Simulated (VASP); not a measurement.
# SnO2 (Pa-3) in VASP: a series of runs, part 2 of 2

VASP 6.6.1. The steps go on from the part before.

### 3 Dielectric tensor, LDA

Contents of INCAR:

```
SYSTEM = SnO2
PREC = Accurate ; ENCUT = 520
EDIFF = 1E-8 ; ISMEAR = 0
SIGMA = 0.02 ; LREAL = .False.
LASPH = .True. ; NELM = 80
ALGO = Normal ; ISIF = 2
LWAVE = .False. ; LCHARG = .False.
LEPSILON = .True. ; KPAR = 4
```

Contents of KPOINTS:

```
regular mesh
0
Gamma
  6 6 6
  0 0 0
```

Contents of POSCAR:

```
SnO2
1.0
    5.1752560000      0.0000000000      0.0000000000
    0.0000000000      5.1752560000      0.0000000000
    0.0000000000      0.0000000000      5.1752560000
Sn O
4 8
Direct
    0.0000000000      0.0000000000      0.0000000000
    0.5000000000      0.0000000000      0.5000000000
    0.5000000000      0.5000000000      0.0000000000
    0.0000000000      0.5000000000      0.5000000000
    0.6610980000      0.8389020000      0.1610980000
    0.8389020000      0.1610980000      0.6610980000
    0.1610980000      0.6610980000      0.8389020000
    0.3389020000      0.3389020000      0.3389020000
    0.6610980000      0.6610980000      0.6610980000
    0.8389020000      0.3389020000      0.1610980000
    0.1610980000      0.8389020000      0.3389020000
    0.3389020000      0.1610980000      0.8389020000
```

Potentials or basis: VASP PAW LDA potentials, release 64 (Sn_d, O).

Launch:

```
cat potpaw_LDA.64/Sn_d/POTCAR potpaw_LDA.64/O/POTCAR > POTCAR
mpirun -np 4 vasp_std > vasp.out
```

OUTCAR:

```text
SYSTEM = SnO2
   PREC = Accurate
   ENCUT = 520
   EDIFF = 1E-8
   ISMEAR = 0
   LREAL = .False.
   LASPH = .True.
   NELM = 80
   ISIF = 2
   LEPSILON = .True.

 ion  position               nearest neighbor table
   1  0.000  0.000  0.000-   5 2.11   6 2.11   7 2.11  10 2.11  11 2.11  12 2.11   2 3.66   3 3.66
                             4 3.66   2 3.66   4 3.66   3 3.66   4 3.66   4 3.66   2 3.66   3 3.66
   2  0.500  0.000  0.500-   5 2.11   6 2.11   8 2.11   9 2.11  11 2.11  12 2.11   1 3.66   3 3.66
                             4 3.66   1 3.66   3 3.66   3 3.66   4 3.66   3 3.66   1 3.66   4 3.66
   3  0.500  0.500  0.000-   5 2.11   7 2.11   8 2.11   9 2.11  10 2.11  12 2.11   1 3.66   2 3.66
                             4 3.66   2 3.66   4 3.66   1 3.66   2 3.66   2 3.66   1 3.66   4 3.66
   4  0.000  0.500  0.500-   6 2.11   7 2.11   8 2.11   9 2.11  10 2.11  11 2.11   1 3.66   2 3.66
                             3 3.66   1 3.66   3 3.66   1 3.66   2 3.66   1 3.66   2 3.66   3 3.66
   5  0.661  0.839  0.161-   1 2.11   2 2.11   3 2.11
   6  0.839  0.161  0.661-   1 2.11   2 2.11   4 2.11
   7  0.161  0.661  0.839-   1 2.11   3 2.11   4 2.11
   8  0.339  0.339  0.339-   2 2.11   3 2.11   4 2.11
   9  0.661  0.661  0.661-   2 2.11   3 2.11   4 2.11
  10  0.839  0.339  0.161-   1 2.11   3 2.11   4 2.11
  11  0.161  0.839  0.339-   1 2.11   2 2.11   4 2.11
  12  0.339  0.161  0.839-   1 2.11   2 2.11   3 2.11

  LATTYP: Found a simple cubic cell.
 ALAT       =     5.1752560000

  Lattice vectors:

 A1 = (   5.1752560000,   0.0000000000,   0.0000000000)
 A2 = (   0.0000000000,   5.1752560000,   0.0000000000)
 A3 = (   0.0000000000,   0.0000000000,   5.1752560000)

Analysis of symmetry for initial positions (statically):
=====================================================================
 Subroutine PRICEL returns:
 Original cell was already a primitive cell.

 Routine SETGRP: Setting up the symmetry group for a
 simple cubic supercell.

 Subroutine GETGRP returns: Found 24 space group operations
 (whereof  6 operations were pure point group operations)
 out of a pool of 48 trial point group operations.

The static configuration has the point symmetry S_6 .
 The point group associated with its full space group is T_h .

Analysis of symmetry for dynamics (positions and initial velocities):
=====================================================================
[... 1802 lines left out ...]

 Free energy of the ion-electron system (eV)
  ---------------------------------------------------
  ---------------------------------------------------
  free energy    TOTEN  =        -2.72739475 eV

  energy without entropy =       -2.72739475

------------------------ aborting loop because EDIFF is reached ----------------------------------------

 PIEZOELECTRIC TENSOR FIELD DIRECTION 3  (e Angst)
 -----------------------------------------------------------------------------
     0.00203  0.00000  0.00000           (  0.00000  0.00000  0.00000)
     0.00000 -0.00095  0.00000           (  0.00000  0.00004  0.00000)
     0.00000  0.00000 -0.00736           (  0.00000  0.00000 -0.00011)

 PIEZOELECTRIC TENSOR FIELD DIRECTION 3  (C/m^2)
 -----------------------------------------------------------------------------
     0.00023  0.00000  0.00000
     0.00000 -0.00011  0.00000
     0.00000  0.00000 -0.00085

 MACROSCOPIC STATIC DIELECTRIC TENSOR (including local field effects in DFT)
 ------------------------------------------------------
           7.923601    -0.000000    -0.000000
           0.000000     7.923601     0.000000
           0.000000     0.000000     7.923601
 ------------------------------------------------------

 PIEZOELECTRIC TENSOR (including local field effects)  for field in x, y, z        (e  Angst)
          XX          YY          ZZ          XY          YZ          ZX
  --------------------------------------------------------------------------------
  x     0.00000     0.00000     0.00000     0.00000     0.00000     0.00000
  y     0.00000     0.00000     0.00000     0.00000     0.00000     0.00000
  z     0.00000     0.00000     0.00000     0.00000     0.00000     0.00000

 PIEZOELECTRIC TENSOR (including local field effects)  for field in x, y, z        (C/m^2)
          XX          YY          ZZ          XY          YZ          ZX
  --------------------------------------------------------------------------------
  x     0.00000     0.00000     0.00000     0.00000     0.00000     0.00000
  y     0.00000     0.00000     0.00000     0.00000     0.00000     0.00000
  z     0.00000     0.00000     0.00000     0.00000     0.00000     0.00000

 BORN EFFECTIVE CHARGES (including local field effects) (in |e|, cummulative output)
 ---------------------------------------------------------------------------------
 ion    1
    1     4.37124    -0.44082     0.05028
    2     0.05028     4.37124    -0.44082
    3    -0.44082     0.05028     4.37124
 ion    2
    1     4.37124    -0.44082    -0.05028
    2     0.05028     4.37124     0.44082
    3     0.44082    -0.05028     4.37124
 ion    3
    1     4.37124     0.44082    -0.05028
    2    -0.05028     4.37124    -0.44082
    3     0.44082     0.05028     4.37124
 ion    4
    1     4.37124     0.44082     0.05028
    2    -0.05028     4.37124     0.44082
    3    -0.44082    -0.05028     4.37124
 ion    5
[... 16 lines left out ...]
    1    -2.18562     0.27773     0.37524
    2     0.37524    -2.18562     0.27773
    3     0.27773     0.37524    -2.18562
 ion   10
    1    -2.18562     0.27773    -0.37524
    2     0.37524    -2.18562    -0.27773
    3    -0.27773    -0.37524    -2.18562
 ion   11
    1    -2.18562    -0.27773    -0.37524
    2    -0.37524    -2.18562     0.27773
    3    -0.27773     0.37524    -2.18562
 ion   12
    1    -2.18562    -0.27773     0.37524
    2    -0.37524    -2.18562    -0.27773
    3     0.27773    -0.37524    -2.18562
```

Wall time 7.7 min (4 MPI ranks of Intel Xeon 6975P-C (Granite Rapids), shared host); peak memory 1.1 GiB.

What came out:

* Band gap on the k mesh: 0.50 eV, indirect (least direct gap 0.56 eV)
* Electronic dielectric tensor (diagonal): 7.92
* Born charges (mean of the diagonal): Sn +4.37; O -2.19 e

Levels at points of the mesh, in eV from the valence-band top:
| k point | band 50 | band 51 | band 52 | band 53 | band 54 | band 55 |
| --- | --- | --- | --- | --- | --- | --- |
| (0.00, 0.00, 0.00) | -0.07 | -0.07 | -0.07 | 0.50 | 5.56 | 5.56 |
| (0.50, 0.00, 0.00) | -0.46 | -0.01 | -0.01 | 3.52 | 3.52 | 4.67 |
| (0.50, 0.50, 0.00) | -0.31 | -0.31 | -0.31 | 4.36 | 4.36 | 4.36 |
| (0.50, 0.50, 0.50) | -0.63 | -0.63 | -0.63 | 4.84 | 4.84 | 4.84 |

Electronic dielectric tensor:
```
7.92 0.00 0.00
0.00 7.92 0.00
0.00 0.00 7.92
```

Born effective charge tensors (e):
atom 1, Sn
```
 4.37 -0.44  0.05
 0.05  4.37 -0.44
-0.44  0.05  4.37
```
atom 2, Sn
```
 4.37 -0.44 -0.05
 0.05  4.37  0.44
 0.44 -0.05  4.37
```
atom 3, Sn
```
 4.37  0.44 -0.05
-0.05  4.37 -0.44
 0.44  0.05  4.37
```
atom 4, Sn
```
 4.37  0.44  0.05
-0.05  4.37  0.44
-0.44 -0.05  4.37
```
atom 5, O
```
-2.19 -0.28  0.38
-0.38 -2.19 -0.28
 0.28 -0.38 -2.19
```
atom 6, O
```
-2.19 -0.28 -0.38
-0.38 -2.19  0.28
-0.28  0.38 -2.19
```
atom 7, O
```
-2.19  0.28 -0.38
 0.38 -2.19 -0.28
-0.28 -0.38 -2.19
```
atom 8, O
```
-2.19  0.28  0.38
 0.38 -2.19  0.28
 0.28  0.38 -2.19
```
atom 9, O
```
-2.19  0.28  0.38
 0.38 -2.19  0.28
 0.28  0.38 -2.19
```
atom 10, O
```
-2.19  0.28 -0.38
 0.38 -2.19 -0.28
-0.28 -0.38 -2.19
```
atom 11, O
```
-2.19 -0.28 -0.38
-0.38 -2.19  0.28
-0.28  0.38 -2.19
```
atom 12, O
```
-2.19 -0.28  0.38
-0.38 -2.19 -0.28
 0.28 -0.38 -2.19
```

Caveat: the gap is small at this level, which inflates the dielectric constant; spin-orbit coupling is left out, which moves the levels of the heavy elements.

### 4 For comparison

An earlier run on the cell as given: functional PBE; potentials or basis VASP PAW PBE potentials, release 64 (Sn_d, O); cutoff 520 eV; k mesh 5 × 5 × 5; occupations fermi-dirac, width 0.05 eV; no spin polarisation.

- Pressure: 0.0 GPa
- Largest force: 0.004 eV/Å
- Band gap on the k mesh: 0.56 eV, indirect (least direct gap 0.62 eV)

### 5 The runs side by side

| task | level | potentials or basis | k mesh | smearing | ladder | gap on the mesh (eV) | pressure (GPa) |
| --- | --- | --- | --- | --- | --- | --- | --- |
| core levels | PBE | VASP PAW PBE potentials, release 64 (Sn_d, O) | 4 × 4 × 4 | gaussian 0.02 eV | - | 0.56 | 0.0 |
| dielectric tensor | LDA | VASP PAW LDA potentials, release 64 (Sn_d, O) | 6 × 6 × 6 | gaussian 0.02 eV | free | 0.50 | - |
| single point | PBE | VASP PAW PBE potentials, release 64 (Sn_d, O) | 5 × 5 × 5 | fermi-dirac 0.05 eV | - | 0.56 | 0.0 |

Alike in all rows: no spin polarisation; cell as given; cutoff (eV) 520.

Caveats: spin-orbit coupling is left out, which moves the levels of the heavy elements; the gap is small at this level, which inflates the dielectric constant (some runs); an odd mesh through Γ misses points on the zone boundary, where band edges often lie (some runs).

Total energies depend on the potentials used, so only differences within one code and one set of settings carry meaning.
